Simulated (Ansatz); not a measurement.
Nb:

```
CELL_PARAMETERS angstrom
0.00000 2.11500 2.11500
2.11500 0.00000 2.11500
2.11500 2.11500 0.00000
ATOMIC_POSITIONS crystal
Nb 0.00000 0.00000 0.00000
```

This isn't the form of Nb at room conditions, which is bcc.

Base run:

```yaml
Program: Ansatz 0.2.0
Functional: PBEsol
Potentials_or_basis: all-electron LAPW, scalar-relativistic
Cutoff: 200 eV
Density_cutoff: 801 eV
Basis_error_allowed: 0.001 eV/atom
k_mesh: 11 × 11 × 11
Occupations: fermi-dirac, width 0.05 eV
Spin: no spin polarisation
```

Its results: pressure -7.4 GPa.

Task: The run is repeated on the same cell with these changes: dispersion from none to D4. What comes out?

Result: Pressure -8.9 GPa.

Dispersion adds attraction, which lowers the pressure at fixed volume and, as a term added to the energy, leaves the levels alone.

Caveats: pairwise dispersion overbinds metals, which lowers pressure and volume (some runs).

Not every run made on this cell is shown here.
